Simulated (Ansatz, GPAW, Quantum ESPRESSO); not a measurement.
One calculation of AlPt, 5 ways

```xyz
2
Lattice="3.0915 0.0000 0.0000 0.0000 3.0915 0.0000 0.0000 0.0000 3.0915" Properties=species:S:1:pos:R:3 pbc="T T T"
Pt    1.5458    1.5458    1.5458
Al    0.0000    0.0000    0.0000
```

Measurements of this composition are mostly on another form, of space group No. 198.

Alike in all runs: task band structure; functional PBEsol; k mesh 9 × 9 × 9; occupations fermi-dirac, width 0.05 eV; no spin polarisation; no spin-orbit coupling. Pressure is positive in compression and, in plane waves, holds the error of the finite cutoff, which Ansatz's Pulay term estimates and takes out.

| program and potentials | plane-wave cutoff (eV) | notes | pressure (GPa) |
| --- | --- | --- | --- |
| Ansatz, Ansatz PAW | 420 | potentials made for PBE, which Ansatz adapts in part; 10.5 valence electrons an atom on average; Pulay term of +0.06 GPa included | -5.75 |
| Ansatz, PAW datasets made for the crystal | 260 | 6.5 valence electrons an atom on average | -5.71 |
| Ansatz, all-electron LAPW, scalar-relativistic | - | - | -5.71 |
| Quantum ESPRESSO, GBRV 1.5 PBEsol | 612 | 9.5 valence electrons an atom on average | -6.23 |
| GPAW, PAW data sets generated for this functional | 600 | 9.5 valence electrons an atom on average | -5.20 |

The pressure spans -6.23 (Quantum ESPRESSO, GBRV 1.5 PBEsol) to -5.20 GPa (GPAW, PAW data sets generated for this functional), with all-electron results at -5.71.

The functional is the same throughout but for its coding, so the spread measures potentials, basis and numerics; runs on potential files found faulty are left out.

All five runs put this CsCl-type cell under tension: with PBEsol it would contract from the given lattice constant. The sign is secure, since the spread between programs is small beside the pressure itself. Cohesion here comes largely from Pt 5d states mixing with Al s and p states, together with charge drawn towards the more electronegative Pt; in the stretched cell this overlap is weaker than at equilibrium.

The number of valence electrons doesn't order the results. The datasets with the fewest, 6.5 an atom, reproduce the all-electron -5.71 GPa, while the two sets with 9.5 fall on opposite sides of it. Treating more semicore states as valence therefore doesn't by itself ensure a better pressure, and the differences probably owe more to how the potentials were constructed. The close match of the datasets made for this crystal doesn't establish their transferability to other Al–Pt structures. Nor does pressure at a single volume fix the equilibrium lattice constant, which also requires the compressibility.
